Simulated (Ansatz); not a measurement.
What does this script print? It uses the Ansatz DFT code, driven from Python.

The script, `run_mass.py`:
```python
'''Band curvature masses of BN.'''

import warnings

import ansatz as az
from ase import Atoms
import numpy as np

OCCUPATIONS = 'fixed'

warnings.simplefilter('ignore', az.DeckWarning)

atoms = Atoms(
    ['B', 'N'],
    scaled_positions=[
        (0.0, 0.0, 0.0),
        (0.25, 0.25, 0.25),
    ],
    cell=[
        (0.0, 1.8075, 1.8075),
        (1.8075, 0.0, 1.8075),
        (1.8075, 1.8075, 0.0),
    ],
    pbc=True,
)
crystal = az.Crystal.from_ase(atoms)

model = (
    crystal.calculation()
    .functional(az.Functional.PBESOL)
    .pseudopotentials('paw')
    .kpoints(8, center='gamma')
    .occupations(OCCUPATIONS)
)
# step 1: where the edges lie on the mesh
done = model.band_table().run(threads=1, backend='cpu')
r = done.report
levels = np.array(r['eigenvalues_ev'])
filled = round(r['n_electrons'] / 2)
edges = {'top filled band': (filled - 1, levels[:, filled - 1].argmax()), 'lowest empty band': (filled, levels[:, filled].argmin())}
gap = levels[:, filled].min() - levels[:, filled - 1].max()
print(f'gap on the mesh {gap:.3f} eV')
if gap <= 0.05:
    print('no gap: band-edge masses have no meaning here')
    edges = {}
reciprocal = 2 * np.pi * np.linalg.inv(done.lattice.cell_ang).T
step = 0.03  # 1/A

# m/m_e = (hbar^2/m_e) / (d2E/dk2), with hbar^2/m_e = 7.61996 eV A^2
pairs = [(0, 1), (0, 2), (1, 2)]
moves = [sign * axis for axis in np.eye(3) for sign in (-1, 1)]
moves += [s1 * np.eye(3)[i] + s2 * np.eye(3)[j] for i, j in pairs for s1 in (1, -1) for s2 in (1, -1)]
for name, (band, index) in edges.items():
    together = int(np.sum(np.abs(levels[index] - levels[index, band]) < 2e-3))
    print(name, 'at k =', np.round(r['kpoints_frac'][index], 4), f'E = {levels[index, band]:.4f} eV, degeneracy {together}')
    centre = np.array(r['kpoints_frac'][index]) @ reciprocal
    points = [centre] + [centre + step * move for move in moves]
    table = model.band_structure(points, intervals=1, cartesian=True).run(threads=1, backend='cpu').band_structure().channels[0].eigenvalues_ev
    if together > 1:
        level = np.flatnonzero(np.abs(levels[index] - levels[index, band]) < 2e-3)
        along = (table[1, level] + table[2, level] - 2 * table[0, level]) / step ** 2
        print('  degenerate level, no single mass tensor; masses of its branches along x:', np.round(7.61996 / along, 3), 'm_e')
        continue
    e = table[:, band]
    hessian = np.diag((e[1:7:2] + e[2:7:2] - 2 * e[0]) / step ** 2)
    for (i, j), (pp, pm, mp, mm) in zip(pairs, e[7:].reshape(3, 4)):
        hessian[i, j] = hessian[j, i] = (pp - pm - mp + mm) / (4 * step ** 2)
    curvatures, axes = np.linalg.eigh(hessian)
    slope = (e[2:7:2] - e[1:7:2]) / (2 * step)
    print('  slope (eV A):', np.round(slope, 3) + 0.0, '' if np.abs(slope).max() < 0.05 else '- no extremum here, so these are local curvatures and no band-edge masses')
    for curvature, axis in zip(curvatures, axes.T):
        print(f'  principal mass {7.61996 / curvature:8.3f} m_e along', np.round(axis, 2) + 0.0)
```

Running `python run_mass.py` prints:
```text
gap on the mesh 4.289 eV
top filled band at k = [0. 0. 0.] E = 11.1343 eV, degeneracy 3
  degenerate level, no single mass tensor; masses of its branches along x: [-0.506 -0.523 -0.523] m_e
lowest empty band at k = [ 0.  -0.5 -0.5] E = 15.4238 eV, degeneracy 1
  slope (eV A): [0. 0. 0.]
  principal mass    0.892 m_e along [1. 0. 0.]
  principal mass    0.295 m_e along [ 0.    0.16 -0.99]
  principal mass    0.295 m_e along [0.   0.99 0.16]
```

What to keep in mind:
- Semilocal gaps usually lie well under measured ones.
- The structure is a deposited one; some such entries were measured under pressure or heat, so a shift against it needn't be the functional's error alone.
- Levels are Kohn-Sham eigenvalues on this mesh.
- The masses are finite-difference curvatures at extrema found on a coarse mesh, which needn't be the true band edges; a step that is long against the gap makes them too heavy. Negative values are curvatures of valence bands (the hole mass is their size). Spin-orbit coupling is left out, and light masses scale with the Kohn-Sham gap.
- Wall time of the script: 2.3 s on 1 thread of Arm Neoverse V1 (shared host), peak memory 0.32 GiB.
